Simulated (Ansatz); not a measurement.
# MgO (Fm-3m) in Ansatz: a series of runs

Aim: see how the results for MgO move with the level of theory and the settings. Levels: PBE, revPBE+D3(BJ), revPBE+D4. Tasks: single point, relaxation of cell and atoms.

Program: Ansatz 0.2.0. These are calculated values, not measurements. Logs are shortened: lines on timing, memory, paths and dates and some standing lists are left out, and cuts for length are marked.

**Experimental background.**

From “Electronic structure of alkaline earth and post-transition metal oxides”, 2009, arxiv:0908.1581, for a bulk crystal of MgO: band gap 7.83 eV.

The runs below are set against these values where they give the same quantity.

### Step 1. The crystal as given

It takes space group Fm-3m (No. 225, cubic). The conventional cell has a = 4.194 Å, b = 4.194 Å, c = 4.194 Å, α = 90.00°, β = 90.00°, γ = 90.00°. Around Mg (site symmetry m-3m) lie 6 O at 2.10 Å. O (site symmetry m-3m) has 6 Mg at 2.10 Å as nearest neighbours.

The cell is a database's computed one.

### Step 2. Single point, PBE

input.yaml reads:

```yaml
crystal:
  lattice:
    - [0.0, 2.0970013927, 2.0970013927]
    - [2.0970013927, 0.0, 2.0970013927]
    - [2.0970013927, 2.0970013927, 0.0]
  atoms:
    - { symbol: Mg, position: [0.0, 0.0, 0.0] }
    - { symbol: O, position: [0.5, 0.5, 0.5] }
kpoints:
  mp_grid: { grid: [7, 7, 7] }
scf:
  occupations: { method: fermi_dirac, width: 0.03 }
hamiltonian:
  xc: pbe
  pseudopotentials: { kind: all_electron, lapw: { basis_error: 0.003 } }
output:
  forces: true
  stress: true
  eigenvalues: true
```

Potentials or basis: all-electron LAPW, scalar-relativistic.

Run with:

```bash
$ ansatz run input.yaml --threads 1 --pin off --max-ram 3072MiB --backend cpu --events-out ev --progress --plain --runs-dir out
```

Log:

```text
Warning: RAYON_NUM_THREADS=1 ignored (pool sized by the plan → 1); use --threads N
LAPW: plane waves up to 8.500 Å⁻¹, error target 3.0e-3 eV per atom; small_component_spin mean_spin; O in spheres of 1.031 Å, 6 of its electrons in bands, Dirac shells []; Mg in spheres of 1.066 Å, 10 of its electrons in bands, Dirac shells [] (how accurate: hamiltonian.pseudopotentials.lapw.basis_error, Limitations)
Engine: ansatz 0.2.0, aarch64-unknown-linux-gnu
Pseudopotentials: kind: all_electron
Pseudopotential: Mg, LAPW, valence charge 10, lapw/all_electron/scalar/gaussian/Mg, Koelling and Harmon's equation, gaussian nucleus
Pseudopotential: O, LAPW, valence charge 6, lapw/all_electron/scalar/gaussian/O, Koelling and Harmon's equation, gaussian nucleus
Functional definition: PBE
  parameter kappa = 0.804
  parameter beta = 0.06672455060314922
  exchange = pbe_x(kappa = kappa, mu = beta*pi^2/3)
  correlation = pbe_c(beta = beta)
Crystal: 2 atoms, lattice volume = 18.443 Å³
Basis set: ecut = 275.28311856828213 eV, 181 PW (Γ), exchange–correlation at level 2
Bands: 12, of which v1, the nominal top of the filled ones, is band 8 counted from 1 (7 counted from 0)
Symmetry: 48 space group operations
Space group: Fm-3m (ITA 225), of the structure as read, at distance tolerance 2.6e-5 Å
k-points: 20 of 343
Non-local potential: Mg, projectors of the file, none
Non-local potential: O, projectors of the file, none
Initial density: superposition of atomic densities (chi_scale 0.1, normalization cell, long waves kept (reshape's long-wave potential 0.00 eV rms))
Initial wavefunctions: plane waves of lowest kinetic energy (no species holds an atomic orbital)
Functional: x = pbe(κ = 0.804, μ = 0.2195149727645171), c = pbe(β = 0.06672455060314922)
iter 1 solved again at ethr=1.42e-2 eV; its pass at ethr=1.00e-1 eV (dr2=2.27e0 eV) is discarded
SCF iter   1: F=—  HF=-7504.197819 eV  |F-HF|=—  |Δ(HF+E_count)|=         —  Δρ=1.07e-1  dr2=2.27e0  ethr=1.42e-2  ⟨swp⟩=2.0  Hψ=1643  notcnv=0
preconditioner: auto → none  [insulator: Δε(μ)=6.758 eV  Ē_g=20.439 eV  σ=0.030 eV  W_gap=1.00  n_scr=8 (ndim 8)  ℏωp=24.5 eV  f_vac=0.000  D(μ)=0.00/eV (n_scr^D=0)  ε∞_Penn≈2.4]
iter 2 solved again at ethr=2.09e-4 eV; its pass at ethr=1.42e-2 eV (dr2=3.35e-2 eV) is discarded
SCF iter   2: F=—  HF=-7502.931354 eV  |F-HF|=—  |Δ(HF+E_count)|=    1.27e0  Δρ=1.91e-2  dr2=3.34e-2  ethr=2.09e-4  ⟨swp⟩=2.5  Hψ=1313  notcnv=0
SCF iter   3: F=—  HF=-7502.646892 eV  |F-HF|=—  |Δ(HF+E_count)|=   2.84e-1  Δρ=1.61e-2  dr2=5.15e-2  ethr=2.08e-4  ⟨swp⟩=3.0  Hψ=853  notcnv=0
SCF iter   4: F=—  HF=-7502.645897 eV  |F-HF|=—  |Δ(HF+E_count)|=         —  Δρ=5.29e-4  dr2=1.79e-5  ethr=2.08e-4  ⟨swp⟩=2.0  Hψ=721  notcnv=0
the basis was enlarged: its passes take 113.3 KiB over the memory plan, 1 of 1 planned eigensolver slots
SCF iter   5: F=—  HF=-7502.645960 eV  |F-HF|=—  |Δ(HF+E_count)|=   6.34e-5  Δρ=1.74e-4  dr2=4.15e-6  ethr=1.12e-7  ⟨swp⟩=3.0  Hψ=717  notcnv=0
SCF iter   6: F=—  HF=-7502.645964 eV  |F-HF|=—  |Δ(HF+E_count)|=   3.63e-6  Δρ=4.26e-5  dr2=3.10e-7  ethr=2.59e-8  ⟨swp⟩=2.9  Hψ=663  notcnv=0
SCF iter   7: F=-7502.645964 eV  HF=-7502.645964 eV  |F-HF|=2.47e-10  |Δ(HF+E_count)|=   1.17e-7  Δρ=5.09e-6  dr2=4.28e-9  ethr=1.94e-9  ⟨swp⟩=2.0  Hψ=640  notcnv=0
SCF 1 converged in 7 iterations: F = -7502.645964 eV  dr2 = 4.28e-9
SCF converged after 7 iterations
Free energy (F): -7502.645964 eV
Harris-Foulkes:  -7502.645964 eV  (|F-HF|=2.47e-10)
Internal energy: -7502.645964 eV  (E = F + TS)
E sigma→0 (E₀):  -7502.645964 eV
Fermi energy:    10.457760 eV
--- Per-component energies (eV) ---
  E_band       = -294.585504
  E_kinetic    = 7508.693366
  E_xc         = -684.276336
  E_electrostatic = -14327.062994  (all electrons and nuclei)
  E_smearing   = -0.000000  (= −TS)
  E_closure    = 0.000000  (closes the sum)
  E_atoms      = -7490.792933  (free atoms, spherical and without spin; not in F)
  Σ components = -7502.645964   (vs F -7502.645964, Δ=0.00e0)
  Basis errors (estimates in eV, not in F): energy 1.1e-3 per atom: plane waves 9.2e-4 (5.3e-4 summed), levels above the bands 5.7e-226, relativity 1.8e-7, radial functions 1.3e-4, core shells 3.4e-6; eigenvalues (radial functions only) 2.4e-4; not estimated: angular momenta, meshes, grids; target (lapw.basis_error) 3.0e-3; muffin-tin radii O 1.031 Å, Mg 1.066 Å
--- Forces (eV/Å), atoms counted from 1 ---
  atom   1  Mg    -0.00000000     0.00000000     0.00000000
  atom   2  O      0.00000000    -0.00000000    -0.00000000
  max |Σ_I F_I| component: 1.74e-30 eV/Å
--- Stress (GPa, compression-positive) ---
        6.978457      -0.000000       0.000000
       -0.000000       6.978457      -0.000000
        0.000000      -0.000000       6.978457
  P = ⅓ Tr σ = 6.9785 GPa (69.785 kbar)
--- Band table (eV; the first three rows and the last of 20) ---
  k-point 0: bands = ["-64.2589", "-30.9819", "-30.9819", "-30.9819", "-9.3060", "8.0084", "8.0084", "8.0084", "12.8723", "23.8937", "23.8937", "23.8937"]
  k-point 1: bands = ["-64.2571", "-30.9992", "-30.9837", "-30.9837", "-9.0840", "6.8182", "7.8740", "7.8740", "13.9992", "21.9149", "24.3530", "24.3530"]
  k-point 2: bands = ["-64.2532", "-31.0378", "-30.9875", "-30.9875", "-8.5376", "4.8637", "7.5884", "7.5884", "15.5217", "20.4992", "24.7934", "24.7934"]
  k-point 19: bands = ["-64.2468", "-31.0386", "-31.0356", "-31.0086", "-7.6932", "4.8430", "5.0454", "6.5358", "19.0311", "20.1572", "20.3847", "24.3709"]
```

Wall time 2.5 s (1 thread of Arm Neoverse V2, shared host); peak memory 0.21 GiB.

Results:

```yaml
Free_energy: -7502.6460 eV
Pressure: 7.0 GPa
Band_gap_on_the_k_mesh: 4.86 eV, direct
```

### Step 3. Relaxation of cell and atoms, revPBE+D3(BJ)

input.yaml reads:

```yaml
crystal:
  lattice:
    - [0.0, 2.0970013927, 2.0970013927]
    - [2.0970013927, 0.0, 2.0970013927]
    - [2.0970013927, 2.0970013927, 0.0]
  atoms:
    - { symbol: Mg, position: [0.0, 0.0, 0.0] }
    - { symbol: O, position: [0.5, 0.5, 0.5] }
kpoints:
  mp_grid: { grid: [11, 11, 11] }
scf:
  occupations: { method: fermi_dirac, width: 0.05 }
hamiltonian:
  xc: revpbe
  dispersion: d3bj
  pseudopotentials: { kind: all_electron, lapw: { basis_error: 0.001 } }
output:
  forces: true
  stress: true
relax:
  f_tol: 0.02
  max_steps: 60
  cell: {}
```

Potentials or basis: all-electron LAPW, scalar-relativistic.

Run with:

```bash
$ ansatz run input.yaml --threads 1 --pin off --max-ram 3072MiB --backend cpu --events-out ev --progress --plain --runs-dir out
```

Log:

```text
Warning: RAYON_NUM_THREADS=1 ignored (pool sized by the plan → 1); use --threads N
The last accepted step is kept in <dir> (removed where the run ends without a failure and the disk answers)
LAPW: plane waves up to 9.432 Å⁻¹, error target 1.0e-3 eV per atom; small_component_spin mean_spin; O in spheres of 0.995 Å, 8 of its electrons in bands, Dirac shells []; Mg in spheres of 1.039 Å, 10 of its electrons in bands, Dirac shells [] (how accurate: hamiltonian.pseudopotentials.lapw.basis_error, Limitations)
[... 3 set-up lines as earlier in the session ...]
Pseudopotential: O, LAPW, valence charge 8, lapw/all_electron/scalar/gaussian/O, Koelling and Harmon's equation, gaussian nucleus
Functional definition: revPBE
  parameter kappa = 1.245
[... 3 set-up lines as earlier in the session ...]
Crystal: 2 atoms, lattice volume = 18.443 Å³
Basis set: ecut = 338.938678725016 eV, 259 PW (Γ), exchange–correlation at level 2
Bands: 13, of which v1, the nominal top of the filled ones, is band 9 counted from 1 (8 counted from 0)
[... 2 set-up lines as earlier in the session ...]
k-points: 56 of 1331
[... 4 set-up lines as earlier in the session ...]
Functional: x = revpbe(κ = 1.245, μ = 0.2195149727645171), c = pbe(β = 0.06672455060314922)
[... 37 lines left out ...]
SCF converged after 2 iterations
Free energy (F): -7506.996650 eV
Harris-Foulkes:  -7506.996650 eV  (|F-HF|=1.28e-9)
Internal energy: -7506.996650 eV  (E = F + TS)
E sigma→0 (E₀):  -7506.996650 eV
Fermi energy:    10.630238 eV
--- Per-component energies (eV) ---
  E_band       = -1284.397316
  E_kinetic    = 7513.109775
  E_xc         = -687.795336
  E_electrostatic = -14331.153119  (all electrons and nuclei)
  E_disp       = -1.157969  (pairwise vdW)
  E_smearing   = -0.000000  (= −TS)
  E_closure    = 0.000000  (closes the sum)
  E_atoms      = -7494.587883  (free atoms, spherical and without spin; not in F)
  Σ components = -7506.996650   (vs F -7506.996650, Δ=0.00e0)
  Basis errors (estimates in eV, not in F): energy 4.2e-4 per atom: plane waves 3.7e-4 (2.0e-4 summed), levels above the bands 5.0e-119, relativity 4.0e-8, radial functions 4.4e-5, core shells 1.1e-11; eigenvalues (radial functions only) 1.1e-5; not estimated: angular momenta, meshes, grids; target (lapw.basis_error) 1.0e-3; muffin-tin radii O 0.996 Å, Mg 1.039 Å
--- Forces (eV/Å), atoms counted from 1 ---
  atom   1  Mg    -0.00000000     0.00000000     0.00000000
  atom   2  O      0.00000000    -0.00000000    -0.00000000
  max |Σ_I F_I| component: 1.31e-30 eV/Å
--- Stress (GPa, compression-positive) ---
       -0.000918      -0.000000      -0.000000
       -0.000000      -0.000918      -0.000000
       -0.000000      -0.000000      -0.000918
  P = ⅓ Tr σ = -0.0009 GPa (-0.009 kbar)
--- Relaxed structure (3 steps of the walk, 3 accepted, 1 SCFs on fresh bases) ---
  F+E_penalty+E_count = -7506.99664969 eV   max|allowed force component| = 7.889e-31 eV/Å   (the final SCF, on the basis selected at the relaxed cell)
  cell:  # Å, volume = 18.4793 Å³
    - [-4.362725705069942e-34, 2.098383390029149, 2.098383390029149]
    - [2.098383390029149, -2.6748837191732774e-34, 2.098383390029149]
    - [2.098383390029149, 2.098383390029149, -4.745065205634019e-34]
  atoms:
    - { symbol: Mg, position: [3.2886165688037555e-37, -2.0927559983306763e-37, -2.9896514261828345e-37] }
    - { symbol: O, position: [0.5, 0.5, 0.5] }
```

Run time: 9.4 s. Hardware: 1 thread of Arm Neoverse V2, shared host; peak memory 0.28 GiB.

Results:

* Free energy: -7506.9966 eV
* Relaxed volume: 9.24 Å³/atom
* Relaxed cell: a = 2.968 Å, b = 2.968 Å, c = 2.968 Å, α = 60.00°, β = 60.00°, γ = 60.00°
* Space group after relaxing (to 0.05 Å): Fm-3m (No. 225)
* Energy gained by relaxing: 0.0 meV/atom
* Ionic steps: 4
* Pressure after relaxing: 0.0 GPa
* Band gap on the k mesh: 4.93 eV

Final structure:
```yaml
crystal:
  lattice:
    - [0.00000, 2.09838, 2.09838]
    - [2.09838, 0.00000, 2.09838]
    - [2.09838, 2.09838, 0.00000]
  atoms:
    - { symbol: Mg, position: [0.00000, 0.00000, 0.00000] }
    - { symbol: O, position: [0.50000, 0.50000, 0.50000] }
```

Caveat: an odd mesh through Γ misses points on the zone boundary, where band edges often lie.

[end of part 1 of 2]
